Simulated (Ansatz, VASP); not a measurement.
Ru: VASP beside Ansatz

INCAR

```
ALGO = Fast
EDIFF = 1E-7
ENCUT = 520
GGA = PS
ISIF = 2
ISMEAR = 0
LASPH = T
LCHARG = T
LELF = T
LREAL = F
LVHAR = T
LWAVE = F
NBANDS = 21
NELM = 60
PREC = Accurate
SIGMA = 0.15
```

File KPOINTS:

```
k-points
0
Gamma
  21 21 12
```

POSCAR

```
Ru
1.0
    2.6327231756      0.0000000000      0.0000000000
   -1.3163615878      2.2800051512      0.0000000000
    0.0000000000      0.0000000000      4.3674244761
Ru
2
Direct
    0.3333333333      0.6666666667      0.2500000000
    0.6666666667      0.3333333333      0.7500000000
```

Input for Ansatz:

```yaml
crystal:
  lattice:
    - [2.6327231756, 0.0, 0.0]
    - [-1.3163615878, 2.2800051512, 0.0]
    - [0.0, 0.0, 4.3674244761]
  atoms:
    - { symbol: Ru, position: [0.3333333333, 0.6666666667, 0.25] }
    - { symbol: Ru, position: [0.6666666667, 0.3333333333, 0.75] }
basis:
  ecutwfc: 420
kpoints:
  mp_grid: { grid: [21, 21, 12] }
hamiltonian:
  xc: pbesol
  pseudopotentials: { kind: paw, azcp: { folder: soft_1 } }
scf:
  occupations: { method: gaussian, width: 0.15 }
output:
  forces: true
  stress: true
  eigenvalues: true
```

Alike in both runs: task single point; functional PBEsol; k mesh 21 × 21 × 12; occupations gaussian, width 0.15 eV; no spin polarisation.

|  | VASP | Ansatz |
| --- | --- | --- |
| version | VASP 6.6.1 | Ansatz 0.2.0 |
| potentials or method | VASP PAW PBE potentials, release 64 (Ru_pv) | scalar-relativistic, plane waves, PAW |
| plane-wave cutoff (eV) | 520 | 420 |
| valence electrons in the cell | 28 | 32 |

Ansatz gave:

```
gap on the k mesh at the Fermi level (eV)       : none
pressure (GPa)                                  : 6.2
largest component of the traceless stress (GPa) : 16.97
```

Q: What did VASP give for the same quantities?

A: gap on the k mesh at the Fermi level (eV): none; pressure (GPa): 6.1; largest component of the traceless stress (GPa): 16.96.

A gap of «none» marks a metal or a gap that the smearing closes. With one functional, cell and mesh, what is left measures potentials, basis and numerics. The two sets of potentials don't hold the same shells in valence. Ansatz warned: «pseudo_functional_mismatch».

Caveats: the PAW data sets were made with another functional, which shifts forces and pressure a little (VASP).
